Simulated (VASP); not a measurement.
Set up this calculation in VASP 6.6.1, as the native input.

- Task: relaxation of cell and atoms
- Functional: r2SCAN
- Potentials or basis: VASP PAW PBE potentials, release 64 (Hf_pv)
- Cutoff: 600 eV
- k mesh: 12 × 12 × 14
- Occupations: gaussian, width 0.1 eV
- Spin: no spin polarisation
- Further INCAR settings: ALGO = Normal; EDIFF = 1e-07; IBRION = 2; EDIFFG = -0.005; NSW = 90; ISIF = 3

The structure of Hf lies in POSCAR:

```
Hf
1.0
    4.9623295400      0.0000000000      0.0000000000
   -2.4811647700      4.2975034500      0.0000000000
    0.0000000000      0.0000000000      3.0862322500
Hf
3
Direct
    0.6666666700      0.3333333300      0.5000000000
    0.3333333300      0.6666666700      0.5000000000
    0.0000000000      0.0000000000      0.0000000000
```

This isn't the form of Hf at room conditions, which is hcp.

The input as run:

INCAR

```
SYSTEM = Hf
ALGO     = Normal         ! electronic algorithm
EDIFF    = 1E-7           ! SCF threshold, eV
EDIFFG   = -0.005         ! ionic threshold
ENCUT    = 600            ! plane-wave cutoff, eV
IBRION   = 2              ! ionic algorithm
ISIF     = 3              ! what is computed and relaxed
ISMEAR   = 0              ! smearing method
LASPH    = .TRUE.         ! aspherical terms in the spheres
LCHARG   = .FALSE.        ! write CHGCAR
LMIXTAU  = .TRUE.       
LREAL    = .FALSE.        ! projectors in reciprocal space
LWAVE    = .FALSE.        ! write WAVECAR
METAGGA  = R2SCAN         ! meta-GGA
NELM     = 80             ! most SCF steps
NSW      = 90             ! ionic steps
PREC     = Accurate       ! precision mode
SIGMA    = 0.1            ! smearing width, eV
```

KPOINTS

```
k-points
0
G
  12 12 14
  0 0 0
```

Potentials or basis: VASP PAW PBE potentials, release 64 (Hf_pv).

Run with:

```bash
$ cat potpaw_PBE.64/Hf_pv/POTCAR > POTCAR
$ mpirun -np 1 vasp_std > vasp.out
```

Results of the run:

```
Relaxed volume                         : 21.95 Å³/atom
Relaxed cell                           : a = 4.965 Å, b = 4.965 Å, c = 3.084 Å, α = 90.00°, β = 90.00°, γ = 120.00°
Space group after relaxing (to 0.05 Å) : P6/mmm (No. 191)
Energy gained by relaxing              : 0.0 meV/atom
Ionic steps                            : 3
Pressure after relaxing                : 0.0 GPa
Band gap on the k mesh                 : none (metal or under the smearing width)
```

Caveat: the PAW data sets were made with another functional, which shifts forces and pressure a little.

It took 17 min on 1 thread of Intel(R) Xeon(R) 6975P-C (Granite Rapids) (shared host), peak memory 0.36 GiB.
